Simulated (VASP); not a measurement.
Output of a VASP run:

File OSZICAR:
```
       N       E                     dE             d eps       ncg     rms          rms(c)
DAV:   1     0.587253924686E+03    0.58725E+03   -0.31125E+04  6264   0.176E+03
DAV:   2    -0.838328940241E+01   -0.59564E+03   -0.57189E+03  6668   0.512E+02
DAV:   3    -0.529166821388E+02   -0.44533E+02   -0.43726E+02  7482   0.135E+02
DAV:   4    -0.538244650984E+02   -0.90778E+00   -0.89883E+00  7118   0.186E+01
DAV:   5    -0.538449020531E+02   -0.20437E-01   -0.20416E-01  7338   0.259E+00    0.475E+01
DAV:   6    -0.470581514755E+02    0.67868E+01   -0.64913E+01  6412   0.596E+01    0.182E+01
DAV:   7    -0.451296200624E+02    0.19285E+01   -0.16113E+01  6444   0.379E+01    0.165E+01
DAV:   8    -0.448844539436E+02    0.24517E+00   -0.19237E+00  6778   0.119E+01    0.179E+00
DAV:   9    -0.448772386821E+02    0.72153E-02   -0.91988E-02  6732   0.200E+00    0.795E-01
DAV:  10    -0.448735105966E+02    0.37281E-02   -0.45188E-03  7800   0.533E-01    0.507E-01
DAV:  11    -0.448702606779E+02    0.32499E-02   -0.11837E-02  6608   0.938E-01    0.153E-01
DAV:  12    -0.448702307005E+02    0.29977E-04   -0.65824E-04  7312   0.179E-01    0.535E-02
DAV:  13    -0.448702377378E+02   -0.70374E-05   -0.28135E-05  7502   0.378E-02    0.333E-02
DAV:  14    -0.448702421046E+02   -0.43668E-05   -0.18167E-05  6744   0.335E-02    0.882E-03
DAV:  15    -0.448702430067E+02   -0.90202E-06   -0.22081E-06  5692   0.115E-02
   1 F= -.44870243E+02 E0= -.44867777E+02  d E =-.493274E-02  mag=     0.0000    -0.0000     0.0000
       N       E                     dE             ncg
```

OUTCAR:
```
------------------------ aborting loop because EDIFF is reached ----------------------------------------
  FORCE on cell =-STRESS in cart. coord.  units (eV):
  Direction    XX          YY          ZZ          XY          YZ          ZX
  --------------------------------------------------------------------------------------
  Total        0.1113018      0.1113018      0.0228618     -0.0000000      0.0000000      0.0000000
  in kB        2.7910175      2.7910175      0.5732855     -0.0000000      0.0000000      0.0000000
  external PRESSURE =       2.0517735 kB  Pullay stress =       0.0000000 kB
  volume of cell :       63.89
      direct lattice vectors                 reciprocal lattice vectors
     4.522318597  0.000000000  0.000000000     0.221125509  0.000000000  0.000000000
     0.000000000  4.522318597  0.000000000     0.000000000  0.221125509  0.000000000
     0.000000000  0.000000000  3.124121025     0.000000000  0.000000000  0.320090032
 POSITION                                       TOTAL-FORCE (eV/Angst)
 -----------------------------------------------------------------------------------
      0.00000      0.00000      0.00000         0.000000      0.000000     -0.000000
      2.26116      2.26116      1.56206         0.000000      0.000000     -0.000000
      1.38281      1.38281      0.00000         0.006773      0.006773      0.000000
      3.64397      0.87835      1.56206         0.006773     -0.006773      0.000000
      0.87835      3.64397      1.56206        -0.006773      0.006773     -0.000000
      3.13951      3.13951      0.00000        -0.006773     -0.006773     -0.000000
 -----------------------------------------------------------------------------------
    total drift:                               -0.000000      0.000000      0.000000
  FREE ENERGIE OF THE ION-ELECTRON SYSTEM (eV)
  ---------------------------------------------------
  free  energy   TOTEN  =       -44.8702430067 eV

  energy  without entropy=      -44.8653102620  energy(sigma->0) =      -44.86777663

 Ion:    1  E_soc:     -0.2844989

 Ion:    2  E_soc:     -0.2844989

 Ion:    3  E_soc:     -0.0004882

 Ion:    4  E_soc:     -0.0004882

 Ion:    5  E_soc:     -0.0004882

 Ion:    6  E_soc:     -0.0004882
```
(Selected blocks of OUTCAR.)

**POSCAR**
```
RuO2
1
    4.5223185966     0.0000000000     0.0000000000
   -0.0000000000     4.5223185966     0.0000000000
    0.0000000000     0.0000000000     3.1241210253
Ru O
2 4
Direct
  0.0000000000   0.0000000000   1.0000000000
  0.5000000000   0.5000000000   0.5000000000
  0.3057749991   0.3057749991   0.0000000000
  0.8057749991   0.1942250009   0.5000000000
  0.1942250009   0.8057749991   0.5000000000
  0.6942250009   0.6942250009   1.0000000000
```

Question: Reconstruct the remaining input files.

Answer: Several could match; the one computed here: the input of the run itself, PBE GGA with spin-orbit coupling, plane waves, VASP's PBE PAW potentials (set 64).

### KPOINTS_OPT
```
k-points along high-symmetry lines
5
Line-mode
Reciprocal
  0.000000   0.000000   0.000000 ! GAMMA
  0.000000   0.500000   0.000000 ! X

  0.000000   0.500000   0.000000 ! X
  0.500000   0.500000   0.000000 ! M

  0.500000   0.500000   0.000000 ! M
  0.000000   0.000000   0.000000 ! GAMMA

  0.000000   0.000000   0.000000 ! GAMMA
  0.000000   0.000000   0.500000 ! Z

  0.000000   0.000000   0.500000 ! Z
  0.000000   0.500000   0.500000 ! R

  0.000000   0.500000   0.500000 ! R
  0.500000   0.500000   0.500000 ! A

  0.500000   0.500000   0.500000 ! A
  0.000000   0.000000   0.500000 ! Z

  0.000000   0.500000   0.000000 ! X
  0.000000   0.500000   0.500000 ! R

  0.500000   0.500000   0.000000 ! M
  0.500000   0.500000   0.500000 ! A
```

### INCAR
```
SYSTEM = RuO2
PREC = Accurate; ENCUT = 520; LREAL = .False.
LASPH = .True.
EDIFF = 1E-6; NELM = 100; ALGO = Normal
LMAXMIX = 4
ISMEAR = 0; SIGMA = 0.05
GGA = PE; GGA_COMPAT = .False.
MAGMOM = 18*0; LSORBIT = .True.
LWAVE = .False.; LCHARG = .False.
```

### KPOINTS
```
Automatic
0
Gamma
6 6 9
0 0 0
```

POTCAR, in this order: Ru_pv O (PBE.64 set). Program: vasp_ncl.

The compound is RuO2 in the rutile structure. It was relaxed first.
